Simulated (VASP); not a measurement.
Au under changes of volume

One of the cells (17.192 Å³/atom); the others are scaled copies at fixed shape and fractional positions:

```
Au
1.0
     0.00000    2.04848    2.04848
     2.04848    0.00000    2.04848
     2.04848    2.04848    0.00000
Au
1
Direct
  0.00000 0.00000 0.00000
```

| Property | Result |
| --- | --- |
| Program | VASP 6.6.1 |
| Functional | PBE |
| Potentials or basis | VASP PAW PBE potentials, release 64 (Au) |
| Cutoff | 520 eV |
| k mesh | 11 × 11 × 11 |
| Occupations | fermi-dirac, width 0.05 eV |
| Spin | no spin polarisation |

```tsv
volume (Å³/atom)	energy over the lowest point (meV/atom)	pressure (GPa)
15.843	?	?
16.181	96.92	19.6
16.518	60.47	14.7
17.192	15.24	6.7
17.529	4.35	3.4
17.866	0.00	0.5
```

**Question.** What does the run at 15.843 Å³/atom give?

**Answer.** Energy over the lowest point 144.23 meV/atom; pressure 25.1 GPa.

Worked out: A Birch-Murnaghan fit of order 3 (a polynomial in V^(-2/3)) to the other rows has its minimum at 17.94 Å³/atom, just outside them, with B0 = V·E''(V) = 142 GPa and B' = 5.8. It gives 144.45 meV/atom at 15.843 Å³/atom, against the run's 144.23, and -dE/dV = 25.4 GPa, against 25.1.

Energies are extrapolated to zero smearing.
